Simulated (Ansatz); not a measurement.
## GaN (F-43m): the host for defect calculations

Before any defect goes in: GaN (F-43m) at rest, and how it screens a charge.

Calculated with Ansatz 0.2.0; plane-wave PAW DFT, r2SCAN; relaxation of the host's cell and atoms, in the first sound run; inputs show where later runs differ.

## 1. The structure

It takes space group F-43m (No. 216, cubic). The conventional cell has a = 4.498 Å, b = 4.498 Å, c = 4.498 Å, α = 90.00°, β = 90.00°, γ = 90.00°. Ga has 4 N at 1.95 Å nearest. N has 4 Ga at 1.95 Å nearest. Farther neighbours and most contacts between anions are not listed.

Coordinates:

```
Ga N
1.0
     0.00000    2.24906    2.24906
     2.24906    0.00000    2.24906
     2.24906    2.24906    0.00000
Ga N
1 1
Direct
  0.00000 0.00000 0.00000
  0.25000 0.25000 0.25000
```

## 2. Host cell relaxation

Lattice and positions are set free, within the symmetry that the program keeps.

Contents of cell/input.yaml:

```yaml
crystal:
  lattice:
    - [0.0, 2.2490604, 2.2490604]
    - [2.2490604, 0.0, 2.2490604]
    - [2.2490604, 2.2490604, 0.0]
  atoms:
    - { symbol: Ga, position: [0.0, 0.0, 0.0] }
    - { symbol: "N", position: [0.25, 0.25, 0.25] }
basis:
  ecutwfc: 500
  xc_grid: 2
hamiltonian:
  xc: r2scan
kpoints:
  mp_grid: { grid: [11, 11, 11] }
scf:
  occupations: { method: fixed }
  max_iter: 100
relax:
  f_tol: 0.005
  max_steps: 60
  cell: {}
output:
  forces: true
  stress: true
checkpoint:
  write: "../cell.run"
  compress: false
  write_wavefunctions: false
  write_every: 100000
```

Launch:

```
ansatz run input.yaml --threads 4 --pin off --max-ram 7536MiB --backend cpu --events-out ev --progress --plain --runs-dir out
```

Numbers of over 12 decimals in the logs are rounded to 6 here.

The program printed:

```text
[... repeated set-up lines and file paths are left out, and long positions are rounded to six places ...]
Engine: ansatz 0.2.0, aarch64-unknown-linux-gnu
Pseudopotentials: kind: paw
Pseudopotential: Ga, paw, valence charge 13, recommended cutoff 500 eV (meta_gga), Ga.paw.azcp
Pseudopotential: N, paw, valence charge 5, recommended cutoff 500 eV (meta_gga), N.paw.azcp
Functional definition: r2SCAN
  parameter k0 = 0.174
  parameter k1 = 0.065
  parameter a1 = 4.9479
  exchange = r2scan_x(k0 = k0, k1 = k1, a1 = a1)
  correlation = r2scan_c
Crystal: 2 atoms, lattice volume = 22.753 Å³
Basis set: ecut = 500 eV, 561 PW (Γ), exchange–correlation on 48×48×48 points (8 copies of the dense FFT grid, shifted against one another)
Bands: 13, of which v1, the nominal top of the filled ones, is band 9 counted from 1 (8 counted from 0)
Symmetry: 24 space group operations
Space group: F-43m (ITA 216), of the structure as read, at distance tolerance 2.8e-5 Å
k-points: 56 of 1331 (time reversal used)
Non-local potential: Ga, projectors of the file, l = 0: 2, l = 1: 2, l = 2: 3, l = 3: 1
Non-local potential: N, projectors of the file, l = 0: 2, l = 1: 2, l = 2: 1
PAW form: soft (Blöchl's): semilocal exchange-correlation on the pseudo side does not see the compensation charge
PAW frozen core: Ga, regenerated for the run's functional (the file was generated under x = pbe(κ = 0.804, μ = 0.219515), c = pbe(β = 0.066725))
PAW frozen core: N, regenerated for the run's functional (the file was generated under x = pbe(κ = 0.804, μ = 0.219515), c = pbe(β = 0.066725))
PAW one-centre angular grid: Ga, 590 points (default); XC on 160 Gauss nodes
PAW one-centre angular grid: N, 302 points (default); XC on 160 Gauss nodes
Initial density: superposition of atomic densities (neutral atoms: chi_scale 0, normalization atom), corrected by the library's trained network
Initial wavefunctions: pseudopotential atomic-orbital guess
Functional: x = r2scan, c = r2scan; τ floored in thin density (d = 2e-4 eV/Å³)
SCF iter   1: F=—  HF=-4176.341543 eV  |F-HF|=—  |Δ(HF+E_count)|=         —  Δρ=1.24e-2  dr2=1.34e-2  dr2_τ=9.52e-2  ethr=1.77e-3  ⟨swp⟩=4.3  Hψ=3354  notcnv=0  defer=64
preconditioner: auto → none  [insulator: Δε(μ)=2.134 eV  Ē_g=19.926 eV  n_scr=8 (ndim 8)  ℏωp=33.0 eV  f_vac=0.001  ε∞_Penn≈3.7]
SCF iter   2: F=—  HF=-4176.373127 eV  |F-HF|=—  |Δ(HF+E_count)|=   3.16e-2  Δρ=4.55e-3  dr2=2.94e-3  dr2_τ=1.07e-4  ethr=7.44e-5  ⟨swp⟩=2.1  Hψ=1802  notcnv=0  defer=110
SCF iter   3: F=—  HF=-4176.373206 eV  |F-HF|=—  |Δ(HF+E_count)|=   7.91e-5  Δρ=3.16e-3  dr2=7.38e-4  dr2_τ=6.23e-5  ethr=1.64e-5  ⟨swp⟩=2.1  Hψ=1295  notcnv=0  defer=110
SCF iter   4: F=—  HF=-4176.373303 eV  |F-HF|=—  |Δ(HF+E_count)|=   9.68e-5  Δρ=7.54e-4  dr2=9.99e-5  dr2_τ=3.08e-5  ethr=4.10e-6  ⟨swp⟩=3.0  Hψ=1347  notcnv=0  defer=110
SCF iter   5: F=—  HF=-4176.373293 eV  |F-HF|=—  |Δ(HF+E_count)|=   1.03e-5  Δρ=1.43e-4  dr2=4.48e-6  dr2_τ=2.48e-7  ethr=5.55e-7  ⟨swp⟩=2.2  Hψ=994  notcnv=0  defer=13
SCF iter   6: F=—  HF=-4176.373292 eV  |F-HF|=—  |Δ(HF+E_count)|=   7.52e-7  Δρ=9.88e-5  dr2=2.15e-6  dr2_τ=1.20e-7  ethr=2.49e-8  ⟨swp⟩=2.0  Hψ=1083  notcnv=0
SCF iter   7: F=—  HF=-4176.373292 eV  |F-HF|=—  |Δ(HF+E_count)|=   2.92e-7  Δρ=4.76e-5  dr2=5.03e-7  dr2_τ=5.28e-9  ethr=1.19e-8  ⟨swp⟩=1.0  Hψ=728  notcnv=0  defer=2
SCF iter   8: F=-4176.373291 eV  HF=-4176.373291 eV  |F-HF|=1.43e-8  |Δ(HF+E_count)|=   9.16e-8  Δρ=9.88e-6  dr2=2.28e-8  dr2_τ=1.80e-10  ethr=5.56e-10  ⟨swp⟩=2.9  Hψ=2543  notcnv=0
SCF 1 converged in 8 iterations: F = -4176.373291 eV  dr2 = 2.28e-8
  greatest PAW one-centre occupation: 0.995 electrons in one spin orbital (limit 2), on the Ga atom at site 0 (counted from 0), in its partial waves of l = 2
relax step   1: F+E_penalty+E_count = -4176.37329143 eV  Δ(F+E_penalty+E_count) = +0.000e0 eV  max|allowed force component| = 1.758e-16 eV/Å  Δτ_max = 0.0000 Å  P = -0.031 GPa  Ω = 22.753 Å³  (8 SCF iters, dr2 threshold 1.00e-7 eV, accepted)
Initial density: handed on by an earlier stage of this run
Initial wavefunctions: pseudopotential atomic-orbital guess (no wavefunctions were taken with the density)
iter 1 solved again at ethr=1.88e-8 eV; its pass at ethr=3.10e-3 eV (dr2=3.39e-6 eV) is discarded
SCF iter   1: F=—  HF=-4176.373288 eV  |F-HF|=—  |Δ(HF+E_count)|=         —  Δρ=9.90e-6  dr2=2.30e-8  dr2_τ=1.84e-10  ethr=1.88e-8  ⟨swp⟩=3.0  Hψ=5530  notcnv=0  defer=40
SCF iter   2: F=—  HF=-4176.373291 eV  |F-HF|=—  |Δ(HF+E_count)|=   3.67e-6  Δρ=5.16e-6  dr2=3.24e-9  dr2_τ=1.12e-9  ethr=1.28e-10  ⟨swp⟩=2.1  Hψ=946  notcnv=0  defer=21
SCF iter   3: F=—  HF=-4176.373291 eV  |F-HF|=—  |Δ(HF+E_count)|=  6.53e-10  Δρ=1.92e-6  dr2=3.46e-10  dr2_τ=2.13e-11  ethr=1.80e-11  ⟨swp⟩=2.8  Hψ=1173  notcnv=0  defer=21
SCF iter   4: F=—  HF=-4176.373291 eV  |F-HF|=—  |Δ(HF+E_count)|=  1.28e-10  Δρ=6.00e-7  dr2=3.09e-11  dr2_τ=5.30e-13  ethr=1.92e-12  ⟨swp⟩=3.0  Hψ=1358  notcnv=0  defer=21
SCF iter   5: F=-4176.373291 eV  HF=-4176.373291 eV  |F-HF|=0.00e0  |Δ(HF+E_count)|=  9.09e-12  Δρ=6.19e-8  dr2=6.17e-13  dr2_τ=4.67e-14  ethr=1.00e-12  ⟨swp⟩=5.0  Hψ=2899  notcnv=0
SCF 2 converged in 5 iterations: F = -4176.373291 eV  dr2 = 6.17e-13
relax step   2: F+E_penalty+E_count = -4176.37329144 eV  Δ(F+E_penalty+E_count) = -1.013e-8 eV  max|allowed force component| = 1.758e-16 eV/Å  Δτ_max = 0.0000 Å  P = -0.031 GPa  Ω = 22.753 Å³  stress off target by 3.07e-2 GPa  SCF on the basis re-selected at this cell (its energy is not comparable with the rows above)  (5 SCF iters)
basis re-selected at this cell: Δ(F+E_penalty+E_count) = -1.013e-8 eV, ΔP = +0.001 GPa vs the last step (what re-selecting the basis moved, of the pressure what is left beyond the Pulay correction that the steps carried, after the strain that the cell walked [...]
SCF converged after 5 iterations
Free energy (F): -4176.373291 eV
Harris-Foulkes:  -4176.373291 eV  (|F-HF|=0.00e0)
Internal energy: -4176.373291 eV  (E = F + TS)
E sigma→0 (E₀):  -4176.373291 eV
Fermi energy:    9.464086 eV
--- Per-component energies (eV) ---
  E_band       = -15.068624
  E_kinetic    = 247.074570
  E_local      = -1948.599049  (includes V_loc(G=0)·N_el)
  E_nonlocal   = 476.370236
  E_hartree    = 899.017667
  E_xc         = -121.772225
  E_vxc        = -143.639901  (∫ρ·V_xc dr)
  E_paw        = -2137.212888  (= ΣΔE_a)
  E_vpaw       = -452.161330  (= ΣTr[D̂ρ^β])
  E_aug_tail   = -0.000022  (compensation charges beyond the density's cutoff)
  E_vtau       = 7.851553  (kinetic-family band-sum trace: ∫τ·v_τ [+ j·A + Jᵃ·Aᵃ] dr)
  E_ewald      = -1590.568947
  E_core_change = -0.682634  (= ΣΔE_core)
  E_smearing   = -0.000000  (= −TS)
  E_closure    = 0.000000  (closes the sum)
  Σ components = -4176.373291   (vs F -4176.373291, Δ=0.00e0)
--- Forces (eV/Å), atoms counted from 1 ---
  atom   1  Ga     0.00000000    -0.00000000     0.00000000
  atom   2  N     -0.00000000     0.00000000    -0.00000000
  max |Σ_I F_I| component: 1.85e-17 eV/Å
--- Stress (GPa, compression-positive) ---
       -0.030650       0.000000      -0.000000
        0.000000      -0.030650       0.000000
       -0.000000       0.000000      -0.030650
  P = ⅓ Tr σ = -0.0307 GPa (-0.307 kbar)
--- Relaxed structure (1 steps of the walk, 1 accepted, 1 SCFs on fresh bases) ---
  F+E_penalty+E_count = -4176.37329144 eV   max|allowed force component| = 1.758e-16 eV/Å   (the final SCF, on the basis selected at the relaxed cell)
  cell:  # Å, volume = 22.7527 Å³
    - [0.0, 2.2490604, 2.2490604]
    - [2.2490604, 0.0, 2.2490604]
    - [2.2490604, 2.2490604, 0.0]
  atoms:
    - { symbol: Ga, position: [0.0, 0.0, 0.0] }
    - { symbol: N, position: [0.25, 0.25, 0.25] }
```

Elapsed: 1.9 s, on 4 threads of Arm Neoverse V1, shared host; peak memory 0.33 GiB.

Little changed from the start: no atom moved by 0.005 Å and no cell edge by 0.1 %.

Numbers from this step:

```
pressure : -0.03065 GPa
```

## 3. Dielectric tensors of the host

The response to a uniform electric field gives the electronic dielectric tensor.

This step: plane-wave PAW DFPT, PBEsol; dielectric tensors, Born charges and zone-centre modes of the host (Ansatz 0.2.0).

Contents of eps/input.yaml:

```yaml
crystal:
  lattice:
    - [0.0, 2.2490604, 2.2490604]
    - [2.2490604, 0.0, 2.2490604]
    - [2.2490604, 2.2490604, 0.0]
  atoms:
    - { symbol: Ga, position: [0.0, 0.0, 0.0] }
    - { symbol: "N", position: [0.25, 0.25, 0.25] }
basis:
  ecutwfc: 420
hamiltonian:
  xc: pbesol
kpoints:
  mp_grid: { grid: [9, 9, 9] }
scf:
  occupations: { method: fixed }
  max_iter: 100
phonons:
  method: dfpt
  dielectric: true
  rigid_motions: translations
```

The program printed:

```text
[...]
Crystal: 2 atoms, lattice volume = 22.753 Å³
Basis set: ecut = 420 eV, 459 PW (Γ), exchange–correlation on 48×48×48 points (8 copies of the dense FFT grid, shifted against one another)
Bands: 13, of which v1, the nominal top of the filled ones, is band 9 counted from 1 (8 counted from 0)
Symmetry: 24 space group operations
k-points: 125 of 729 (irreducible under 4 space group operations, time reversal used)
[...]
SCF iter   1: F=—  HF=-4122.844451 eV  |F-HF|=—  |Δ(HF+E_count)|=         —  Δρ=1.22e-2  dr2=3.32e-2  ethr=1.77e-3  ⟨swp⟩=4.2  Hψ=7461  notcnv=0  defer=195
[...]
SCF iter   7: F=-4122.834998 eV  HF=-4122.834998 eV  |F-HF|=1.82e-12  |Δ(HF+E_count)|=  1.93e-10  Δρ=6.19e-7  dr2=3.20e-11  ethr=1.00e-12  ⟨swp⟩=6.8  Hψ=8743  notcnv=0
SCF 1 converged in 7 iterations: F = -4122.834998 eV  dr2 = 3.20e-11
[...]
NSCF: frozen V_eff on 6 k-points
DFPT response loops at Γ: preconditioner auto → none (the input reference at scf.mixing.eps_inf says where Resta's filter doesn't serve); β = 0.50; Broyden in place of MSR1
── the response to a field inside a basis, on 10×10×10 k-points: an SCF that follows is theirs, and a resumed run solves both again ──
Bands: 10, of which v1, the nominal top of the filled ones, is band 9 counted from 1 (8 counted from 0)
k-points: 110 of 1000 (irreducible under 6 space group operations, time reversal used)
[...]
Eigensolver: Dense (110 Hₖ)
SCF iter   1: F=—  HF=-4122.838085 eV  |F-HF|=—  |Δ(HF+E_count)|=         —  Δρ=5.90e-4  dr2=1.49e-5  ethr=1.00e-1
[...]
SCF iter   4: F=-4122.838093 eV  HF=-4122.838093 eV  |F-HF|=8.79e-9  |Δ(HF+E_count)|=   1.48e-6  Δρ=1.77e-5  dr2=3.29e-8  ethr=1.82e-8
SCF 1 converged in 4 iterations: F = -4122.838093 eV  dr2 = 3.29e-8
[...]
WARN: field response: ε∞ stands inside a basis, on 10×10×10 points; [...]
SCF converged after 7 iterations
Free energy (F): -4122.834998 eV
[...]
Internal energy: -4122.834998 eV  (E = F + TS)
E sigma→0 (E₀):  -4122.834998 eV
Fermi energy:    9.599974 eV
[...]
--- Band table (eV; the first three rows and the last of 125) ---
[...]
[... further k-points left out ...]
--- Phonons (Γ-DFPT): 2 representative perturbations + reference, on 125 of 729 k-points (Σ response iterations 6) ---
  k mesh reduced under 4 symmetry operations, with k and −k counted as one. Each operation leaves every solved perturbation unchanged. A smaller set is not considered because the run solves the response to a homogeneous field
  ASR residual: 2.009e-4 → 0.000e0 eV/Å²; symmetrization residual: 7.423e-7 eV/Å²
  ASR residual per site (eV/Å²): 3.24e-5 2.01e-4
  Γ frequencies (cm⁻¹): 0.00 0.00 0.00 536.77 536.77 536.77
  ε∞ (high-frequency dielectric tensor):
        6.009700     0.000000     0.000000
        0.000000     6.009700     0.000000
        0.000000     0.000000     6.009700
  ε⁰ (static dielectric tensor: ions relaxed, cell fixed):
       10.557690    -0.000000     0.000000
       -0.000000    10.557690     0.000000
        0.000000     0.000000    10.557690
  ε⁰ − ε∞ (ionic part):
        4.547991    -0.000000     0.000000
       -0.000000     4.547991     0.000000
        0.000000     0.000000     4.547991
  softest optical mode at Γ: 536.77 cm⁻¹; the repairs (sum rule, projections) moved no ω² at Γ by more than (2.00 cm⁻¹)²
  Born effective charges Z* (e; rows j = field, columns β = displacement):
    site 0:
         2.65844   -0.00000    0.00000
        -0.00000    2.65844    0.00000
         0.00000    0.00000    2.65844
    site 1:
        -2.65844    0.00000   -0.00000
         0.00000   -2.65844   -0.00000
        -0.00000   -0.00000   -2.65844
  Z* charge neutrality: 5.687e-4 e pre-enforcement
  solved inside a basis spanned on kpoints, on 10×10×10 k-points, its susceptibility summed on 14×14×14: ε∞ is read to err by 1.8e-2, Z* by 1.4e-2 e (field_mesh: kpoints solves on kpoints); Z* is corrected for what the basis lacks
  optical modes at Γ without the LO–TO term, one row a degenerate level:
      ω (cm⁻¹)  modes    IR ((D/Å)²/amu)
        536.77      3            41.9371
  optical modes at Γ + LO–TO along q̂ = [1.0000, 0.0000, 0.0000]:
      ω (cm⁻¹)  modes    IR ((D/Å)²/amu)
        536.77      2            27.9581
        711.46      1            13.9790
  optical modes at Γ + LO–TO along q̂ = [0.0000, 1.0000, 0.0000]:
      ω (cm⁻¹)  modes    IR ((D/Å)²/amu)
        536.77      2            27.9581
        711.46      1            13.9790
  optical modes at Γ + LO–TO along q̂ = [0.0000, 0.0000, 1.0000]:
      ω (cm⁻¹)  modes    IR ((D/Å)²/amu)
        536.77      2            27.9581
        711.46      1            13.9790
```

It took 13 s on 4 threads; peak memory 0.49 GiB.

The column dr2 measures how far the density is from self-consistency, as an energy; F and HF (Harris–Foulkes) agree once it is small.

Electronic dielectric tensor:

```
6.01 0.00 0.00
0.00 6.01 0.00
0.00 0.00 6.01
```

Static dielectric tensor:

```
10.56  0.00  0.00
 0.00 10.56  0.00
 0.00  0.00 10.56
```

The electronic dielectric tensor is isotropic, 6.01. The static dielectric tensor is isotropic, 10.56.

(Part 1 of 2 ends here.)

[Logs are printed without paths, hosts, clocks, repeated set-up lines and the standing remarks that a program may print on its own settings, such as how far it seeks lower states.]

[Hosts, paths, dates, database ids (printed as entryN), source tags and the programs' standing remarks are cut or masked in the printed files.]

[Runs of the host that timed out are not shown.]

[For some hosts the program warned that the k-mesh of the response run may be too coarse for force constants and the static dielectric constant; such warnings are not always shown.]
